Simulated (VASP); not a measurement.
# Gd: single point with PBE

Crystal: Gd.

```
Gd
1.0
     0.00000    2.63653    2.63653
     2.63653    0.00000    2.63653
     2.63653    2.63653    0.00000
Gd
1
Direct
  0.00000 0.00000 0.00000
```

This isn't the form of Gd at room conditions, which is hcp.

The cell isn't the ideal one: volume scaled by 1.06.

| Quantity | Value |
| --- | --- |
| Program | VASP 6.6.1 |
| Task | single point |
| Functional | PBE |
| Potentials or basis | VASP PAW PBE potentials, release 64 (Gd) |
| Cutoff | 520 eV |
| k mesh | 9 × 9 × 9 |
| Occupations | fermi-dirac, width 0.05 eV |
| Spin | collinear spin, typed start |
| Starting moments | [7.0] μB |

- Pressure: -2.8 GPa
- Band gap on the k mesh: none (metal or under the smearing width)
- Net moment: 7.69 μB per cell
- Site moments: Gd +6.99 μB
- Valence electrons inside the program's atomic spheres: Gd 15.16

Levels at points of the mesh, in eV from the Fermi level:
Spin up:
```tsv
k point	band 9	band 10	band 11	band 12	band 13	band 14	band 15	band 16	band 17	band 18
(0.00, 0.00, 0.00)	-5.00	-4.93	-4.93	-4.93	1.19	1.19	1.19	3.23	3.23	8.45
```
Spin down:
```tsv
k point	band 1	band 2	band 3	band 4	band 5	band 6	band 7	band 8	band 9	band 10
(0.00, 0.00, 0.00)	-42.24	-20.20	-20.20	-20.20	-4.09	0.20	0.33	0.33	0.33	0.55
```

It took 38 s on 1 thread of Intel(R) Xeon(R) 6975P-C (Granite Rapids) (shared host), peak memory 0.2 GiB.

Caveat: spin-orbit coupling is left out, which moves the levels of the heavy elements. The state reached can hang on the start; a lower one may exist.
